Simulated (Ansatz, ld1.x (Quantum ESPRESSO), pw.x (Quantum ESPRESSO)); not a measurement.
# As: one change to the PAW potential, in the atom and in the sc crystal

arsenic (As), PAW, made with ld1.x (Quantum ESPRESSO) 7.5 (PBE, scalar-relativistic). Core [Ar] 3d10, reference 4s2 4p3. Waves: 4s (bound): rcut 1.45, rcutus 1.70 bohr; 4s channel at -0.15 Ry: rcut 1.45, rcutus 1.70 bohr; 4p (bound): rcut 1.80, rcutus 2.35 bohr; 4p channel at 3.35 Ry: rcut 1.80, rcutus 2.35 bohr; 4d channel at 0.35 Ry: rcut 1.50, rcutus 1.90 bohr; 4d channel at 2.8 Ry: rcut 1.50, rcutus 1.90 bohr. Local part: all-electron potential smoothed inside 1.30 bohr (lloc = -1). Core correction: Bessel-smoothed model core inside 1.40 bohr. Augmentation charge: PSQ, radius 1.25 bohr.

Change: waves 4d channel at 0.35 Ry: rcut 1.50, rcutus 1.86 bohr; 4d channel at 2.8 Ry: rcut 1.50, rcutus 1.86 bohr.

Cutoffs, loose and tight: the cutoffs (Ry, on a coarse ladder) from which the occupation-weighted sum of valence levels, in a spherical-Bessel basis at the reference potential, stays within 10 and 1 mRy of its value at 400 Ry. They do not see the model core or the augmentation charge, which bear on the density cutoff. Test errors are all-electron minus pseudo excitation energies from the reference, over the configurations 4s2 4p2; 4s2 4p1; 4s2 4p0; 4s1 4p0; 4s2 4p2.5; 4s0 4p5; 4s1 4p4; variants that change the core or the reference have their own tests.

Crystal test: sc As in pw.x 7.5, no spin, 12³ k-points, Fermi–Dirac smearing 0.01 Ry, cutoffs set for each file from its atomic test. The reference is all-electron LAPW (Ansatz 0.2.0) with the same functional, mesh and smearing; V0 and B0 come from Birch–Murnaghan fits to the pressures at five volumes. Errors are pseudo minus all-electron; Δ is the rms difference of the E(V) curves that follow from these fits, minima aligned, over ±6 % about the mean V0. Mesh and smearing are coarse, so the numbers serve the comparison and aren't converged zero-temperature values; the lattice is a test structure that the element need not adopt.

All-electron: a0 = 2.735 Å (V0 = 20.45 Å³/atom), B0 = 75.1 GPa.

Problem. Does the change bring the crystal closer to the all-electron result?

Solution. The mean pressure error goes from -0.43 to -0.72 GPa, so the change moves the solid further from the all-electron pressures.

```csv
quantity,base,changed
outcome (atom),generated,generated
"cutoff, loose (atom)",12 Ry,12 Ry
"cutoff, tight (atom)",15 Ry,15 Ry
bound ghosts (atom),none,none
largest test error (meV) (atom),-514,-514
cutoffs in pw.x (Ry),40/400,40/400
a0 (Å),2.729,2.726
a0 error (%),-0.19,-0.32
B0 error (%),+1.2,+1.2
Δ (meV/atom),1.9,3.3
mean pressure error (GPa),-0.43,-0.72
```

Base: The logarithmic derivative shows an extra or strongly shifted pseudo pole above the reference energy (d near 1.37 Ry). The atomic cutoffs weigh occupied waves only.
